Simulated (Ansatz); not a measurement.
Consider a crystal of BN in space group P4/mmm (No. 123), with B on 4m; N on 4i. Recipe of this trial structure of BN: 3-, 4-connected net, elements by coordination.

Computed with Ansatz, DFT PBE, scalar-relativistic, plane waves, PAW. Cutoff 420 eV, Γ-centred mesh, Gaussian smearing, no spin polarisation.

Energies over the elements count from the elements' standard structures at the same level (N₂ as a molecule), with no fitted energy shifts.

Task: Give the relaxed lattice parameters and positions.

Result:

Space group P4/mmm (No. 123). a = 4.761 Å, b = 4.761 Å, c = 3.387 Å, α = 90.00°, β = 90.00°, γ = 90.00°
```json
{"atom": "B", "site": "4m", "symmetry": "m2m.", "x": "0.2691", "y": "0.0000", "z": "0.5000"}
{"atom": "N", "site": "4i", "symmetry": "2mm.", "x": "0.5000", "y": "0.0000", "z": "0.8123"}
```

B is surrounded by 2 N at 1.53 Å and 2 B at 1.81 Å; around N lie 1 N at 1.27 Å and 2 B at 1.53 Å. Another local minimum with the same sites may exist.

Task: And its energy and gap?

Result: The formation energy is +0.07 eV/atom and the gap on the 8×8×12 mesh of the 8-atom cell is 0 eV (a metal). The separate elements lie lower, so it is unstable against them.

The last run used Gaussian smearing of 0.10 eV. Symmetry constrained the relaxation, so the result can be a saddle point. Another cell of BN relaxed alike, in P2_1/m, lies 1.07 eV/atom lower, so this cell isn't the stable form at this level.
